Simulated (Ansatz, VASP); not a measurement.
# MnO: VASP beside Ansatz

File INCAR:

```
PREC = Accurate
ENCUT = 520
EDIFF = 1E-7
ISMEAR = -1
SIGMA = 0.05
LREAL = F
LASPH = T
NELM = 150
ALGO = Normal
ISIF = 2
LWAVE = F
LCHARG = F
ISPIN = 2
MAGMOM = 4 0
LORBIT = 11
LMAXMIX = 4
GGA = PS
NBANDS = 20
```

Contents of KPOINTS:

```
Automatic mesh
0
Gamma
  10 10 10
```

The input POSCAR:

```
MnO
1.0
    0.0000000000      2.1938512115      2.1938512115
    2.1938512115      0.0000000000      2.1938512115
    2.1938512115      2.1938512115      0.0000000000
Mn O
1 1
Direct
    0.0000000000      0.0000000000      0.0000000000
    0.5000000000      0.5000000000      0.5000000000
```

The input input.yaml:

```yaml
crystal:
  lattice:
    - [0.0, 2.1938512115, 2.1938512115]
    - [2.1938512115, 0.0, 2.1938512115]
    - [2.1938512115, 2.1938512115, 0.0]
  atoms:
    - { symbol: Mn, position: [0.0, 0.0, 0.0], spin: 4.0 }
    - { symbol: O, position: [0.5, 0.5, 0.5] }
kpoints:
  mp_grid: { grid: [10, 10, 10] }
scf:
  occupations: { method: fermi_dirac, width: 0.05 }
hamiltonian:
  xc: pbesol
  pseudopotentials: { kind: all_electron, lapw: { basis_error: 0.001 } }
magnetization:
  spin_polarized: true
output:
  forces: true
  stress: true
  eigenvalues: true
```

Change from the starting cell: volume scaled by 0.96.

Alike in both runs: task single point; functional PBEsol; k mesh 10 × 10 × 10; occupations fermi-dirac, width 0.05 eV; collinear spin.

|  | VASP | Ansatz |
| --- | --- | --- |
| version | VASP 6.6.1 | Ansatz 0.2.0 |
| potentials or method | VASP PAW PBE potentials, release 64 (Mn_pv, O) | all-electron LAPW, scalar-relativistic |
| plane-wave cutoff (eV) | 520 | see its input |

|  | VASP | Ansatz | Ansatz less VASP |
| --- | --- | --- | --- |
| gap on the k mesh at the Fermi level (eV) | none | none | - |
| pressure (GPa) | -3.7 | -4.1 | -0.36 |
| net moment per atom (μB) | 2.30 | 2.30 | -0.001 |
| size of the moment on the site where the two differ most (μB) | 0.19 | 0.22 | +0.030 |

Site moments also hang on the region over which each program counts them. A gap of «none» marks a metal or a gap that the smearing closes. Ansatz ran all-electron here, so the differences hold the error of VASP's frozen core and of both bases.

Caveats: a cell with one magnetic atom can't hold antiferromagnetic order, which such compounds often take; semilocal functionals often make such compounds metallic where correlation or magnetic order opens a gap, which also shifts bond lengths; the PAW data sets were made with another functional, which shifts forces and pressure a little (VASP).
